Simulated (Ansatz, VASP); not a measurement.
Two plane-wave programs on BeS

```
Be S
1.0
     0.00000    2.33645    2.33645
     2.33645    0.00000    2.33645
     2.33645    2.33645    0.00000
Be S
1 1
Direct
  0.75000 0.75000 0.75000
  0.00000 0.00000 0.00000
```

Alike in both runs: task single point; functional PBE; k mesh 8 × 8 × 8; occupations gaussian, width 0.02 eV; no spin polarisation.

|  | VASP | Ansatz |
| --- | --- | --- |
| version | VASP 6.6.1 | Ansatz 0.2.0 |
| potentials or method | VASP PAW PBE potentials, release 64 (Be, S) | scalar-relativistic, plane waves, PAW |
| plane-wave cutoff (eV) | 520 | 420 |
| valence electrons in the cell | 8 | 8 |

```csv
,VASP,Ansatz,Ansatz less VASP
gap on the k mesh at the Fermi level (eV),2.83,2.83,-0.001
least direct gap on the mesh (eV),5.59,5.57,-0.021
pressure (GPa),15.1,15.1,+0.02
```

Caveats: so large a pressure means that the cell lies far from this level's equilibrium, or that cutoff or potentials fall short (VASP). A k mesh can miss the band edges. PBE gaps usually lie below the measured ones, often by a third to a half.
